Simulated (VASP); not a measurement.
# KI (Fm-3m) in VASP: a series of runs, part 2 of 2

VASP 6.6.1.

## 4. Single point, PBE0

This run uses another cell than the first one, of 46.74 Å³/atom.

Contents of POSCAR:

```
KI
1.0
    0.0000000000      3.6020626887      3.6020626887
    3.6020626887      0.0000000000      3.6020626887
    3.6020626887      3.6020626887      0.0000000000
I K
1 1
Direct
    0.5000000000      0.5000000000      0.5000000000
    0.0000000000      0.0000000000      0.0000000000
```

Contents of INCAR.step1:

```
SYSTEM = KI
ALGO = Normal
EDIFF = 1E-5
ENCUT = 520
GGA = PE
ISIF = 2
ISMEAR = -1
LASPH = .True.
LCHARG = .False.
LREAL = .False.
LWAVE = .True.
NBANDS = 15
NELM = 100
PREC = Accurate
SIGMA = 0.05
```

Contents of INCAR.step2:

```
SYSTEM = KI
AEXX = 0.25
ALGO = Normal
EDIFF = 1E-7
ENCUT = 520
GGA = PE
ISIF = 2
ISMEAR = -1
ISTART = 1
LASPH = .True.
LCHARG = .False.
LHFCALC = .True.
LREAL = .False.
LWAVE = .False.
NBANDS = 15
NELM = 100
PREC = Accurate
PRECFOCK = Normal
SIGMA = 0.05
```

Contents of KPOINTS:

```
k-points
0
Gamma
  4 4 4
  0 0 0
```

Potentials or basis: VASP PAW PBE potentials, release 64 (I, K_sv).

On the command line:

```console
> cat potpaw_PBE.64/I/POTCAR potpaw_PBE.64/K_sv/POTCAR > POTCAR
> cp INCAR.step1 INCAR
> mpirun -np 1 vasp_std > vasp.out
> cp INCAR.step2 INCAR
> mpirun -np 1 vasp_std > vasp.out
```

OUTCAR:

```text
SYSTEM = KI
   AEXX = 0.25
   EDIFF = 1E-7
   ENCUT = 520
   GGA = PE
   ISIF = 2
   ISMEAR = -1
   ISTART = 1
   LASPH = .True.
   LHFCALC = .True.
   LREAL = .False.
   NELM = 100
   PREC = Accurate
   PRECFOCK = Normal

 ion  position               nearest neighbor table
   1  0.500  0.500  0.500-   2 3.60   2 3.60   2 3.60   2 3.60   2 3.60   2 3.60
   2  0.000  0.000  0.000-   1 3.60   1 3.60   1 3.60   1 3.60   1 3.60   1 3.60

  LATTYP: Found a face centered cubic cell.
 ALAT       =     7.2041253774

  Lattice vectors:

 A1 = (   0.0000000000,   3.6020626887,   3.6020626887)
 A2 = (   3.6020626887,   0.0000000000,   3.6020626887)
 A3 = (   3.6020626887,   3.6020626887,   0.0000000000)

Analysis of symmetry for initial positions (statically):
=====================================================================
 Subroutine PRICEL returns:
 Original cell was already a primitive cell.

 Routine SETGRP: Setting up the symmetry group for a
 face centered cubic supercell.

 Subroutine GETGRP returns: Found 48 space group operations
 (whereof 48 operations were pure point group operations)
 out of a pool of 48 trial point group operations.

The static configuration has the point symmetry O_h .

Analysis of symmetry for dynamics (positions and initial velocities):
=====================================================================
 Subroutine PRICEL returns:
 Original cell was already a primitive cell.

 Routine SETGRP: Setting up the symmetry group for a
 face centered cubic supercell.

 Subroutine GETGRP returns: Found 48 space group operations
 (whereof 48 operations were pure point group operations)
 out of a pool of 48 trial point group operations.

The dynamic configuration has the point symmetry O_h .

 Subroutine INISYM returns: Found 48 space group operations
 (whereof 48 operations are pure point group operations),
 and found     1 'primitive' translations

----------------------------------------------------------------------------------------

                                     Primitive cell

  volume of cell :      93.4725

  direct lattice vectors                    reciprocal lattice vectors
     0.000000000  3.602062689  3.602062689    -0.138809355  0.138809355  0.138809355
     3.602062689  0.000000000  3.602062689     0.138809355 -0.138809355  0.138809355
     3.602062689  3.602062689  0.000000000     0.138809355  0.138809355 -0.138809355

  length of vectors
     5.094085907  5.094085907  5.094085907     0.240424856  0.240424856  0.240424856

  position of ions in fractional coordinates (direct lattice)
     0.500000000  0.500000000  0.500000000
     0.000000000  0.000000000  0.000000000

  ion indices of the primitive-cell ions
   primitive index   ion index
                 1           1
                 2           2

----------------------------------------------------------------------------------------

 KPOINTS: k-points

Automatic generation of k-mesh.
 Grid dimensions read from file:
 generate k-points for:    4    4    4

 Generating k-lattice:

[... 32 lines left out ...]
   NGX,Y,Z   is equivalent  to a cutoff of  13.05, 13.05, 13.05 a.u.
   NGXF,Y,Z  is equivalent  to a cutoff of  26.11, 26.11, 26.11 a.u.
 SYSTEM =  KI
   PREC   = accura    normal or accurate (medium, high low for compatibility)
   ISTART =      1    job   : 0-new  1-cont  2-samecut
   ICHARG =      0    charge: 1-file 2-atom 10-const
   ISPIN  =      1    spin polarized calculation?
   LNONCOLLINEAR =      F non collinear calculations
   LSORBIT =      F    spin-orbit coupling
   LASPH  =      T    aspherical Exc in radial PAW
   ENCUT  =  520.0 eV  38.22 Ry    6.18 a.u.   9.47  9.47  9.47*2*pi/ulx,y,z
   NELM   =    100;   NELMIN=  2; NELMDL=  0     # of ELM steps
   EDIFF  = 0.1E-06   stopping-criterion for ELM
   LREAL  =      F    real-space projection
   EDIFFG = 0.1E-05   stopping-criterion for IOM
   NSW    =      0    number of steps for IOM
   IBRION =     -1    ionic relax: 0-MD 1-quasi-New 2-CG
   NFREE  =      0    steps in history (QN), initial steepest desc. (CG)
   ISIF   =      2    stress and relaxation
   ISYM   =      3    0-nonsym 1-usesym 2-fastsym
   POTIM  = 0.5000    time-step for ionic-motion
   TEBEG  =    0.0;   TEEND  =   0.0 temperature during run
   PSTRESS=    0.0 pullay stress
   NELECT =      16.0000    total number of electrons
   NUPDOWN=      -1.0000    fix difference up-down
   EMIN   =  10.00;   EMAX   =-10.00  energy-range for DOS
   EFERMI =   0.00;   METHOD = LEGACY
   ISMEAR =    -1;   SIGMA  =   0.05  broadening in eV -4-tet -1-fermi 0-gaus
   EFERMI_NEDOS =   21; number of points for ismear=-14 and -15
   IALGO  =     38    algorithm
   IMIX   =      1    mixing-type and parameters
     AMIX     =   0.40;   BMIX     =  1.00
     AMIX_MAG =   1.60;   BMIX_MAG =  1.00
  volume/ion in A,a.u.               =      46.74       315.39
  Fermi-wavevector in a.u.,A,eV,Ry     =   0.908978  1.717720 11.241701  0.826242
  Thomas-Fermi vector in A             =   2.032969
   LORBIT       =      0    0 simple, 1 ext, 2 COOP (PROOUT), +10 PAW based schemes
   GGA     = PE    functional components
   LHFCALC =     T    Hartree Fock is set to
   PRECFOCK=normal    Normal, Fast or Accurate (Low or Medium for compatibility)
   ENCUT4O =  -1.0   cutoff for four orbital integrals eV
   NKREDX  =     1    reduce k-point grid by
   NKREDY  =     1    reduce k-point grid by
   NKREDZ  =     1    reduce k-point grid by
   AEXX    =    0.2500 exact exchange contribution
   HFSCREEN=    0.0000 screening length (either q_TF or 0.3 A-1)
   HFSCREENC=   0.0000 screening length for correlation (either q_TF or 0.3 A-1)
   ENCUTFOCK=  -1.0 apply spherical cutoff to Coloumb kernel
   IVDW    =     0    specifies the selected vdW correction
   LEPSILON=     F    determine dielectric tensor
   LRPA    =     F    only Hartree local field effects (RPA)
 non-spin polarized calculation
  energy-cutoff  :      520.00
  volume of cell :       93.47
 maximum number of plane-waves:      2565
 NGX is ok and might be reduce to    40
  NGX = 30; NGY = 30; NGZ = 30

 number of electron      16.0000001 magnetization

 Free energy of the ion-electron system (eV)
  ---------------------------------------------------
  ext. energy  EPLUGINS =         0.00000000
  ---------------------------------------------------
  free energy    TOTEN  =        -6.91683962 eV

  energy without entropy =       -6.91683962  energy(sigma->0) =       -6.91683962

 E-fermi :  -0.7254     XC(G=0):  -5.4917

 val. band max:       -1.8174885380   @ k =   0.0000   0.0000   0.0000
 cond. band min:       3.7058318318   @ k =   0.0000   0.0000   0.0000
 fundamental gap:      5.5233203697
 Fermi energy:        -0.7254207969

 k-point     1 :       0.0000    0.0000    0.0000
  band No.  band energies     occupation
      1     -32.7958      2.00000
      2     -14.9109      2.00000
      3     -14.9109      2.00000
      4     -14.9109      2.00000
      5     -13.1560      2.00000
      6      -1.8175      2.00000
      7      -1.8175      2.00000
      8      -1.8175      2.00000
      9       3.7058      0.00000
     10       6.5822      0.00000
     11       6.5822      0.00000
     12       6.5822      0.00000
     13       7.3931      0.00000
     14       7.3931      0.00000
[... 113 lines left out ...]
      2     -14.9496      2.00000
      3     -14.9367      2.00000
      4     -14.9367      2.00000
      5     -12.9674      2.00000
      6      -2.5389      2.00000
      7      -2.5389      2.00000
      8      -2.3876      2.00000
      9       6.4133      0.00000
     10       6.4133      0.00000
     11       6.5236      0.00000
     12       8.1132      0.00000
     13       8.9477      0.00000
     14      10.0201      0.00000
     15      10.3061      0.00000

------------------------ aborting loop because EDIFF is reached ----------------------------------------

  FORCE on cell =-STRESS in cart. coord.  units (eV):
  Direction    XX          YY          ZZ          XY          YZ          ZX
  --------------------------------------------------------------------------------------
  -------------------------------------------------------------------------------------
  Total       -0.1753328     -0.1753328     -0.1753328     -0.0000000      0.0000000      0.0000000
  in kB       -3.0053139     -3.0053139     -3.0053139     -0.0000000      0.0000000      0.0000000
  external PRESSURE =      -3.0053139 kB  Pullay stress =       0.0000000 kB

 VOLUME and BASIS-vectors are now :
 -----------------------------------------------------------------------------
  energy-cutoff  :      520.00
  volume of cell :       93.47
      direct lattice vectors                 reciprocal lattice vectors
     0.000000000  3.602062689  3.602062689    -0.138809355  0.138809355  0.138809355
     3.602062689  0.000000000  3.602062689     0.138809355 -0.138809355  0.138809355
     3.602062689  3.602062689  0.000000000     0.138809355  0.138809355 -0.138809355

 POSITION                                       TOTAL-FORCE (eV/Angst)
 -----------------------------------------------------------------------------------
      3.60206      3.60206      3.60206         0.000000     -0.000000     -0.000000
      0.00000      0.00000      0.00000         0.000000      0.000000      0.000000
 -----------------------------------------------------------------------------------
    total drift:                               -0.000000     -0.000000     -0.000000

  FREE ENERGIE OF THE ION-ELECTRON SYSTEM (eV)
  ---------------------------------------------------
  free  energy   TOTEN  =        -6.9168396223 eV

  energy  without entropy=       -6.9168396222  energy(sigma->0) =       -6.91683962
```

Run time: 9 min. Hardware: 1 thread of Intel Xeon Platinum 8488C (Sapphire Rapids), shared host; peak memory 0.26 GiB.

Results:

```yaml
Free_energy: -6.9168 eV
Pressure: -0.3 GPa
Band_gap_on_the_k_mesh: 5.52 eV
```

Caveat: the PAW data sets were made with another functional, which shifts forces and pressure a little; spin-orbit coupling is left out, which moves the levels of the heavy elements.

## 5. Single point, HSE06

Contents of POSCAR:

```
KI
1.0
    0.0000000000      3.5561715428      3.5561715428
    3.5561715428      0.0000000000      3.5561715428
    3.5561715428      3.5561715428      0.0000000000
I K
1 1
Direct
    0.5000000000      0.5000000000      0.5000000000
    0.0000000000      0.0000000000      0.0000000000
```

Contents of INCAR.step1:

```
SYSTEM = KI
PREC = Accurate
ENCUT = 520
EDIFF = 1E-5
ISMEAR = -1
SIGMA = 0.05
LREAL = .FALSE.
LASPH = .TRUE.
NELM = 80
ALGO = Normal
ISIF = 2
LWAVE = .TRUE.
LCHARG = .FALSE.
GGA = PE
NBANDS = 15
```

Contents of INCAR.step2:

```
SYSTEM = KI
PREC = Accurate
ENCUT = 520
EDIFF = 1E-6
ISMEAR = -1
SIGMA = 0.05
LREAL = .FALSE.
LASPH = .TRUE.
NELM = 80
ALGO = Normal
ISIF = 2
LWAVE = .FALSE.
LCHARG = .FALSE.
GGA = PE
LHFCALC = .TRUE.
HFSCREEN = 0.2079
PRECFOCK = Normal
ISTART = 1
NBANDS = 15
```

Contents of KPOINTS:

```
regular mesh
0
G
  4 4 4
  0 0 0
```

On the command line:

```console
> cat potpaw_PBE.64/I/POTCAR potpaw_PBE.64/K_sv/POTCAR > POTCAR
> cp INCAR.step1 INCAR
> mpirun -np 1 vasp_std > vasp.out
> cp INCAR.step2 INCAR
> mpirun -np 1 vasp_std > vasp.out
```

Wall time 26 min (1 thread of AMD EPYC 7R13, shared host); peak memory 0.33 GiB.

Results (log left out):

```yaml
Free_energy: -6.4037 eV
Pressure: 0.2 GPa
Band_gap_on_the_k_mesh: 4.91 eV
```

Levels at points of the mesh, in eV from the valence-band top:
| k point | band 4 | band 5 | band 6 | band 7 | band 8 | band 9 | band 10 | band 11 | band 12 | band 13 |
| --- | --- | --- | --- | --- | --- | --- | --- | --- | --- | --- |
| (0.00, 0.00, 0.00) | -12.99 | -11.36 | 0.00 | 0.00 | 0.00 | 4.90 | 7.65 | 7.65 | 7.65 | 8.47 |
| (0.50, 0.00, 0.00) | -13.00 | -11.07 | -1.34 | -0.33 | -0.33 | 6.47 | 8.84 | 9.20 | 9.20 | 10.09 |
| (0.50, 0.50, 0.00) | -13.01 | -11.20 | -1.04 | -0.38 | -0.38 | 5.97 | 6.79 | 9.45 | 9.81 | 10.10 |

Caveat: the PAW data sets were made with another functional, which shifts forces and pressure a little; spin-orbit coupling is left out, which moves the levels of the heavy elements.

## 6. Overview

| level | cell | screening parameter | gap on the mesh (eV) | pressure (GPa) |
| --- | --- | --- | --- | --- |
| PBE0 | a = 5.029 Å, angles 60.0°, 2 atoms | - | 5.61 | 0.1 |
| PBE0 | a = 5.062 Å, angles 60.0°, 2 atoms | - | 5.57 | -0.1 |
| PBE0 | a = 5.094 Å, angles 60.0°, 2 atoms | - | 5.52 | -0.3 |
| HSE06 | a = 5.029 Å, angles 60.0°, 2 atoms | 0.2079 1/Å | 4.91 | 0.2 |

Alike in all rows: task single point; potentials or basis VASP PAW PBE potentials, release 64 (I, K_sv); no spin polarisation; k mesh 4 × 4 × 4; cutoff (eV) 520; smearing fermi-dirac 0.05 eV.

Caveats: the PAW data sets were made with another functional, which shifts forces and pressure a little; spin-orbit coupling is left out, which moves the levels of the heavy elements.

Absolute energies hang on the potentials; compare differences alone.

## 7. Comparison with measurements

Step 2. A measured gap of KI is 6.32 eV (a printed reference work, monograph); the calculated 5.61 eV misses it by -0.71 eV. Spin-orbit coupling on I is left out. The value is that of PBE0, without temperature or zero-point motion.

Step 3. A measured gap of KI is 6.32 eV (a printed reference work, monograph); the calculated 5.57 eV misses it by -0.75 eV. Spin-orbit coupling on I is left out. The value is that of PBE0, without temperature or zero-point motion.

Step 4. A measured gap of KI is 6.32 eV (a printed reference work, monograph); the calculated 5.52 eV misses it by -0.80 eV. Spin-orbit coupling on I is left out. The value is that of PBE0, without temperature or zero-point motion.

Step 5. Measured gap of KI: 6.32 eV (a printed reference work, monograph). This calculation gives 4.91 eV (-1.42 eV). Spin-orbit coupling on I is left out. The value is that of HSE06, without temperature or zero-point motion.
